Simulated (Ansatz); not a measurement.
# Property card for HfS2

Level of theory: DFT PBE+D3(BJ), scalar-relativistic, plane waves, PAW (Ansatz).

Settings: cutoff 420 eV, Γ-centred mesh 12×12×6 on the computed 3-atom cell, Gaussian smearing of 0.02 eV; no spin polarisation.

The structure is relaxed at this level of theory with its symmetry kept.

```
Hf S
1.0
     3.60586    0.00000    0.00000
    -1.80293    3.12277    0.00000
     0.00000    0.00000    5.77039
Hf S
1 2
Direct
  0.00000 0.00000 0.00000
  0.66667 0.33333 0.74761
  0.33333 0.66667 0.25239
```

```json
{"Space group": "P-3m1 (No. 164)", "Volume per atom": "146.2 bohr³", "Kohn–Sham band gap": "0.85 eV", "Löwdin character of the top 1 eV of the valence band": "S 3p 91 %", "Löwdin character of the lowest 1 eV of the conduction band": "Hf 5d 72 %, S 3p 20 %", "Bader charges (e)": "Hf (1 in the cell) 2.12, S (2 in the cell) -1.06"}
```

Spin-orbit coupling is left out, which matters for the bands of heavy elements.